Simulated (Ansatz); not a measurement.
Starting cell, ZrO₂ (fluorite):

```
ZrO2
1.0
    0.00000     5.06423     5.06423
    2.53212     0.00000     2.53212
    2.53212     2.53212     0.00000
Zr O
2 4
Direct
  0.00000   0.00000   0.00000
  0.50000   0.00000   0.00000
  0.12500   0.25000   0.25000
  0.62500   0.25000   0.25000
  0.37500   0.75000   0.75000
  0.87500   0.75000   0.75000
```

In this cell atom 2 (Zr, nearest neighbour O at 2.193 Å; its periodic images, 3.6 Å or more away, move with it) is moved by s along Cartesian z, unit vector (0.000, 0.000, 1.000); all other atoms and the cell stay fixed.

The numbers are results of PBEsol (plane waves to 420 eV, PAW, scalar-relativistic; Ansatz, an electronic-structure program), not measurements. k mesh 9×9×9 (Γ-centred), Fermi-Dirac smearing 0.05 eV. F∥ is the force on the atom along that direction. The PAW data are Ansatz's earlier set. This is a high-temperature form of ZrO2. ZrO2 is run without spin polarisation. ZrO2 was relaxed with its symmetry unable to fall. 

```tsv
s (Å)	F∥ (eV/Å)
-0.220	2.398
-0.176	1.834
-0.132	1.321
-0.088	0.853
-0.044	0.418
0.000	0.000
0.044	-0.418
0.088	-0.853
0.132	-1.321
0.176	-1.834
0.220	-2.398
```

Question: What is the force constant k = d²E/ds² of this move at s = 0?

Answer: 9.43 eV/Å². The forces along the line at the two nearest points give (0.418 − (-0.418)) / (2·0.044) = 9.50 eV/Å²; the next pair corrects for the finite step.

(A displaced cell: forces are minus the slopes of the energy, force constants its curvatures, and phonons follow from these.)
